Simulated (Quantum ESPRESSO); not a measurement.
# KI (Fm-3m) in Quantum ESPRESSO: further runs

One crystal, KI, is run at these levels: PBEsol, rev-vdW-DF2, vdW-DF3-opt2; tasks: band structure.

Everything below comes from runs of Quantum ESPRESSO 7.5. Logs are shortened: lines on timing, memory, paths and dates and some standing lists are left out, and cuts for length are marked.

**Experimental background.**

A printed reference work, monograph reports, for a bulk crystal of KI: band gap 6.32 eV.

The runs below are set against these values where they give the same quantity.

## 1. The crystal as given

The structure is cubic, space group Fm-3m (No. 225). The conventional cell has a = 7.066 Å, b = 7.066 Å, c = 7.066 Å, α = 90.00°, β = 90.00°, γ = 90.00°. I (site symmetry m-3m) has 6 K at 3.53 Å as nearest neighbours. Around K (site symmetry m-3m) lie 6 I at 3.53 Å.

## 2. Band structure, PBEsol, spin-orbit coupling, no magnetisation

Contents of pw.in:

```
&CONTROL
  calculation = 'scf'
  prefix = 'pwscf'
  outdir = './tmp'
  pseudo_dir = './pseudo'
  tprnfor = .true.
  tstress = .true.
  disk_io = 'low'
/
&SYSTEM
  ibrav = 0
  nat = 2
  ntyp = 2
  ecutwfc = 74
  nbnd = 28
  occupations = 'smearing'
  smearing = 'fd'
  degauss = 0.00367493
  noncolin = .true.
  lspinorb = .true.
/
&ELECTRONS
  conv_thr = 4d-10
  electron_maxstep = 120
  mixing_beta = 0.5
/
ATOMIC_SPECIES
I    126.9045 I.upf
K     39.0983 K.upf
CELL_PARAMETERS bohr
   0.0000000000    6.6759772099    6.6759772099
   6.6759772099    0.0000000000    6.6759772099
   6.6759772099    6.6759772099    0.0000000000
ATOMIC_POSITIONS bohr
I      6.6759772099    6.6759772099    6.6759772099
K      0.0000000000    0.0000000000    0.0000000000
K_POINTS automatic
7 7 7 0 0 0
```

Contents of bands.in:

```
&CONTROL
  calculation = 'bands'
  prefix = 'pwscf'
  outdir = './tmp'
  pseudo_dir = './pseudo'
  disk_io = 'low'
  verbosity = 'high'
/
&SYSTEM
  ibrav = 0
  nat = 2
  ntyp = 2
  ecutwfc = 74
  nbnd = 28
  occupations = 'smearing'
  smearing = 'fd'
  degauss = 0.00367493
  noncolin = .true.
  lspinorb = .true.
/
&ELECTRONS
  conv_thr = 1d-08
  electron_maxstep = 120
  mixing_beta = 0.5
  diago_full_acc = .true.
/
ATOMIC_SPECIES
I    126.9045 I.upf
K     39.0983 K.upf
CELL_PARAMETERS bohr
   0.0000000000    6.6759772099    6.6759772099
   6.6759772099    0.0000000000    6.6759772099
   6.6759772099    6.6759772099    0.0000000000
ATOMIC_POSITIONS bohr
I      6.6759772099    6.6759772099    6.6759772099
K      0.0000000000    0.0000000000    0.0000000000
K_POINTS crystal
60
 0.0000000000  0.0000000000  0.0000000000 1
 0.0625000000  0.0000000000  0.0625000000 1
 0.1250000000  0.0000000000  0.1250000000 1
 0.1875000000  0.0000000000  0.1875000000 1
 0.2500000000  0.0000000000  0.2500000000 1
 0.3125000000  0.0000000000  0.3125000000 1
 0.3750000000  0.0000000000  0.3750000000 1
 0.4375000000  0.0000000000  0.4375000000 1
 0.5000000000  0.0000000000  0.5000000000 1
 0.5000000000  0.0625000000  0.5625000000 1
 0.5000000000  0.1250000000  0.6250000000 1
 0.5000000000  0.1875000000  0.6875000000 1
 0.5000000000  0.2500000000  0.7500000000 1
 0.4375000000  0.3125000000  0.7500000000 1
 0.3750000000  0.3750000000  0.7500000000 1
 0.3375000000  0.3375000000  0.6750000000 1
 0.3000000000  0.3000000000  0.6000000000 1
 0.2625000000  0.2625000000  0.5250000000 1
 0.2250000000  0.2250000000  0.4500000000 1
 0.1875000000  0.1875000000  0.3750000000 1
 0.1500000000  0.1500000000  0.3000000000 1
 0.1125000000  0.1125000000  0.2250000000 1
 0.0750000000  0.0750000000  0.1500000000 1
 0.0375000000  0.0375000000  0.0750000000 1
 0.0000000000  0.0000000000  0.0000000000 1
 0.0625000000  0.0625000000  0.0625000000 1
 0.1250000000  0.1250000000  0.1250000000 1
 0.1875000000  0.1875000000  0.1875000000 1
 0.2500000000  0.2500000000  0.2500000000 1
 0.3125000000  0.3125000000  0.3125000000 1
 0.3750000000  0.3750000000  0.3750000000 1
 0.4375000000  0.4375000000  0.4375000000 1
 0.5000000000  0.5000000000  0.5000000000 1
 0.5250000000  0.4500000000  0.5250000000 1
 0.5500000000  0.4000000000  0.5500000000 1
 0.5750000000  0.3500000000  0.5750000000 1
 0.6000000000  0.3000000000  0.6000000000 1
 0.6250000000  0.2500000000  0.6250000000 1
 0.5833333333  0.2500000000  0.6666666667 1
 0.5416666667  0.2500000000  0.7083333333 1
 0.5000000000  0.2500000000  0.7500000000 1
 0.5000000000  0.2857142857  0.7142857143 1
 0.5000000000  0.3214285714  0.6785714286 1
 0.5000000000  0.3571428571  0.6428571429 1
 0.5000000000  0.3928571429  0.6071428571 1
 0.5000000000  0.4285714286  0.5714285714 1
 0.5000000000  0.4642857143  0.5357142857 1
 0.5000000000  0.5000000000  0.5000000000 1
 0.4821428571  0.4821428571  0.5357142857 1
 0.4642857143  0.4642857143  0.5714285714 1
 0.4464285714  0.4464285714  0.6071428571 1
 0.4285714286  0.4285714286  0.6428571429 1
 0.4107142857  0.4107142857  0.6785714286 1
 0.3928571429  0.3928571429  0.7142857143 1
 0.3750000000  0.3750000000  0.7500000000 1
 0.6250000000  0.2500000000  0.6250000000 1
 0.5937500000  0.1875000000  0.5937500000 1
 0.5625000000  0.1250000000  0.5625000000 1
 0.5312500000  0.0625000000  0.5312500000 1
 0.5000000000  0.0000000000  0.5000000000 1
```

Potentials or basis: PseudoDojo 0.4 FR PBEsol standard.

Started as:

```bash
> OMP_NUM_THREADS=1 pw.x -in pw.in > pw.out
> OMP_NUM_THREADS=1 pw.x -in bands.in > bands.out
```

pw.out:

```text
This program is part of the open-source Quantum ESPRESSO suite
     for quantum simulation of materials; please cite
[... 6 lines left out ...]
     using ibrav=0 with symmetry is DISCOURAGED, use correct ibrav instead

     G-vector sticks info
     --------------------
     sticks:   dense  smooth     PW     G-vecs:    dense   smooth      PW
     Sum        1813    1813    511                51253    51253    7799

     Using Slab Decomposition

     bravais-lattice index     =            0
     lattice parameter (alat)  =       9.4413  a.u.
     unit-cell volume          =     595.0789 (a.u.)^3
     number of atoms/cell      =            2
     number of atomic types    =            2
     number of electrons       =        16.00
     number of Kohn-Sham states=           28
     kinetic-energy cutoff     =      74.0000  Ry
     charge density cutoff     =     296.0000  Ry
     scf convergence threshold =      4.0E-10
     mixing beta               =       0.5000
     number of iterations used =            8  plain     mixing
     Exchange-correlation= PBESOL
                           (   1   4  10   8   0   0   0)
     Non magnetic calculation with spin-orbit

     celldm(1)=   9.441258  celldm(2)=   0.000000  celldm(3)=   0.000000
     celldm(4)=   0.000000  celldm(5)=   0.000000  celldm(6)=   0.000000

     crystal axes: (cart. coord. in units of alat)
               a(1) = (   0.000000   0.707107   0.707107 )
               a(2) = (   0.707107   0.000000   0.707107 )
               a(3) = (   0.707107   0.707107   0.000000 )

     reciprocal axes: (cart. coord. in units 2 pi/alat)
               b(1) = ( -0.707107  0.707107  0.707107 )
               b(2) = (  0.707107 -0.707107  0.707107 )
               b(3) = (  0.707107  0.707107 -0.707107 )

     PseudoPot. # 1 for I  read from file:
     I.upf
     Pseudo is Norm-conserving + core correction, Zval =  7.0
     Generated using ONCVPSP code by D. R. Hamann
     Using radial grid of 1210 points, 10 beta functions with:
                l(1) =   0
                l(2) =   0
                l(3) =   1
                l(4) =   1
                l(5) =   1
                l(6) =   1
                l(7) =   2
                l(8) =   2
                l(9) =   2
               l(10) =   2

     PseudoPot. # 2 for K  read from file:
     K.upf
     Pseudo is Norm-conserving + core correction, Zval =  9.0
     Generated using ONCVPSP code by D. R. Hamann
     Using radial grid of 2250 points, 10 beta functions with:
                l(1) =   0
                l(2) =   0
                l(3) =   1
                l(4) =   1
                l(5) =   1
                l(6) =   1
                l(7) =   2
                l(8) =   2
                l(9) =   2
               l(10) =   2

     atomic species   valence    mass     pseudopotential
     I                 7.00   126.90450     I ( 1.00)
     K                 9.00    39.09830     K ( 1.00)

     48 Sym. Ops., with inversion, found

   Cartesian axes

     site n.     atom                  positions (alat units)
         1        I      tau(   1) = (   0.7071068   0.7071068   0.7071068  )
         2        K      tau(   2) = (   0.0000000   0.0000000   0.0000000  )

     number of k points=    20  Fermi-Dirac smearing, width (Ry)=  0.0037
                       cart. coord. in units 2pi/alat
        k(    1) = (   0.0000000   0.0000000   0.0000000), wk =   0.0029155
        k(    2) = (   0.1010153   0.1010153  -0.1010153), wk =   0.0233236
        k(    3) = (   0.2020305   0.2020305  -0.2020305), wk =   0.0233236
        k(    4) = (   0.3030458   0.3030458  -0.3030458), wk =   0.0233236
        k(    5) = (   0.2020305  -0.0000000   0.0000000), wk =   0.0174927
        k(    6) = (   0.3030458   0.1010153  -0.1010153), wk =   0.0699708
[... 12 lines left out ...]
        k(   19) = (  -0.1010153  -0.5050763   0.7071068), wk =   0.0699708
        k(   20) = (   0.0000000  -0.4040610   0.6060915), wk =   0.0699708

[... 51 lines left out ...]
    -9.1087  -9.1087   0.2381   0.2381   1.1097   1.1097   1.4157   1.4157
     6.1898   6.1898   7.4496   7.4496   8.1382   8.1382   8.4756   8.4756
     9.0323   9.0323   9.1894   9.1894

          k = 0.4041-0.0000 0.0000 (  6390 PWs)   bands (ev):

   -27.0354 -27.0354 -10.7988 -10.7988 -10.5523 -10.5523 -10.5151 -10.5151
    -9.0873  -9.0873   0.0906   0.0906   0.9703   0.9703   1.3380   1.3380
     6.5619   6.5619   6.6662   6.6662   8.9599   8.9599   9.2817   9.2817
     9.4818   9.4818   9.5366   9.5366

          k = 0.5051 0.1010-0.1010 (  6380 PWs)   bands (ev):

   -27.0348 -27.0348 -10.8052 -10.8052 -10.5600 -10.5600 -10.5192 -10.5192
    -9.0551  -9.0551  -0.0117  -0.0117   0.8384   0.8384   1.2032   1.2032
     6.5486   6.5486   7.2521   7.2521   8.9128   8.9128   9.2635   9.2635
    10.1396  10.1396  10.3205  10.3205

          k =-0.1010-0.5051 0.5051 (  6395 PWs)   bands (ev):

   -27.0345 -27.0345 -10.8133 -10.8133 -10.5711 -10.5711 -10.5227 -10.5227
    -9.0144  -9.0144  -0.0582  -0.0582   0.7088   0.7088   1.0836   1.0836
     6.9543   6.9543   8.1221   8.1221   8.4232   8.4232   9.6658   9.6658
     9.7379   9.7379  10.1701  10.1701

          k = 0.0000-0.4041 0.4041 (  6419 PWs)   bands (ev):

   -27.0347 -27.0347 -10.8190 -10.8190 -10.5793 -10.5793 -10.5186 -10.5186
    -8.9961  -8.9961  -0.0737  -0.0737   0.7195   0.7195   1.1058   1.1058
     7.4376   7.4376   7.9449   7.9449   8.2879   8.2879   9.3064   9.3064
     9.7123   9.7124  10.2640  10.2640

          k = 0.6061-0.0000 0.0000 (  6394 PWs)   bands (ev):

   -27.0344 -27.0344 -10.7980 -10.7980 -10.5456 -10.5456 -10.5217 -10.5217
    -9.0888  -9.0888  -0.0153  -0.0153   0.8488   0.8488   1.2211   1.2211
     6.1653   6.1653   6.9890   6.9890   9.3086   9.3086   9.4249   9.4250
    10.5225  10.5236  10.7661  10.7771

          k =-0.0000-0.6061 0.6061 (  6407 PWs)   bands (ev):

   -27.0343 -27.0343 -10.8007 -10.8007 -10.5469 -10.5469 -10.5285 -10.5285
    -9.0702  -9.0702  -0.0151  -0.0151   0.7905   0.7905   1.1264   1.1264
     6.3751   6.3751   7.2745   7.2745   9.3860   9.3860   9.5075   9.5075
     9.7757   9.7757  10.6373  10.6373

          k = 0.4041 0.2020 0.0000 (  6382 PWs)   bands (ev):

   -27.0352 -27.0352 -10.8102 -10.8102 -10.5685 -10.5685 -10.5144 -10.5144
    -9.0394  -9.0394   0.0090   0.0090   0.8700   0.8700   1.2304   1.2304
     7.0214   7.0214   7.0950   7.0950   8.6940   8.6940   9.2767   9.2767
     9.5050   9.5050   9.8686   9.8686

          k =-0.2020-0.4041 0.6061 (  6408 PWs)   bands (ev):

   -27.0346 -27.0346 -10.8176 -10.8176 -10.5768 -10.5768 -10.5194 -10.5194
    -9.0018  -9.0018  -0.0802  -0.0802   0.7368   0.7368   1.0944   1.0944
     7.2308   7.2308   7.9269   7.9269   8.2996   8.2996   9.6519   9.6519
     9.8633   9.8633  10.1422  10.1422

          k =-0.1010-0.5051 0.7071 (  6421 PWs)   bands (ev):

   -27.0344 -27.0344 -10.8048 -10.8048 -10.5552 -10.5552 -10.5284 -10.5284
    -9.0485  -9.0485  -0.0183  -0.0183   0.7863   0.7863   1.0694   1.0694
     6.7091   6.7091   7.5097   7.5097   8.6577   8.6577   9.6282   9.6282
     9.8766   9.8766  10.7093  10.7093

          k = 0.0000-0.4041 0.6061 (  6411 PWs)   bands (ev):

   -27.0344 -27.0344 -10.8090 -10.8090 -10.5618 -10.5618 -10.5312 -10.5312
    -9.0244  -9.0244  -0.0217  -0.0217   0.7365   0.7365   0.9820   0.9820
     7.2732   7.2732   7.9454   7.9454   8.0852   8.0852   9.4065   9.4065
    10.0241  10.0241  10.5477  10.5478

     the Fermi energy is     3.9994 ev

!    total energy              =     -86.12416743 Ry
     estimated scf accuracy    <          9.2E-12 Ry
     smearing contrib. (-TS)   =      -0.00000000 Ry
     internal energy E=F+TS    =     -86.12416743 Ry

     The total energy is F=E-TS. E is the sum of the following terms:
     one-electron contribution =     -29.65350409 Ry
     hartree contribution      =      19.07833629 Ry
     xc contribution           =     -20.62532404 Ry
     ewald contribution        =     -54.92367560 Ry

     convergence has been achieved in   9 iterations

     Forces acting on atoms (cartesian axes, Ry/au):

     atom    1 type  1   force =     0.00000000    0.00000000    0.00000000
     atom    2 type  2   force =     0.00000000    0.00000000    0.00000000

     Total force =     0.000000     Total SCF correction =     0.000000

     Computing stress (Cartesian axis) and pressure

          total   stress  (Ry/bohr**3)                   (kbar)     P=       -2.68
  -0.00001825   0.00000000   0.00000000           -2.68        0.00        0.00
   0.00000000  -0.00001825   0.00000000            0.00       -2.68        0.00
   0.00000000   0.00000000  -0.00001825            0.00        0.00       -2.68

=------------------------------------------------------------------------------=
   JOB DONE.
=------------------------------------------------------------------------------=
```

Wall time 13 min (1 thread of Arm Neoverse V1, shared host); peak memory 0.41 GiB.

Results:

```
Free energy             : -1171.7790 eV
Pressure                : -0.3 GPa
Band gap on the k mesh  : 3.49 eV, direct
Band gap along the path : 3.49 eV, direct
```

Levels at the corners of the path, in eV from the valence-band top:
```csv
point,band 14,band 15,band 16,band 17,band 18,band 19
Γ,0.00,0.00,0.00,3.49,3.49,6.11
X,-0.77,-0.40,-0.40,4.51,4.51,5.36
W,-0.81,-0.71,-0.71,5.98,5.98,6.10
K,-0.90,-0.54,-0.54,5.18,5.18,6.23
Γ,0.00,0.00,0.00,3.49,3.49,6.11
L,-0.84,-0.37,-0.37,5.06,5.06,7.27
U,-0.90,-0.54,-0.54,5.18,5.18,6.23
W,-0.81,-0.71,-0.71,5.98,5.98,6.10
L,-0.84,-0.37,-0.37,5.06,5.06,7.27
K,-0.90,-0.54,-0.54,5.18,5.18,6.23
U,-0.90,-0.54,-0.54,5.18,5.18,6.23
X,-0.77,-0.40,-0.40,4.51,4.51,5.36
```

Caveat: some levels on the path didn't converge.

(Continued in part 2 of 2.)
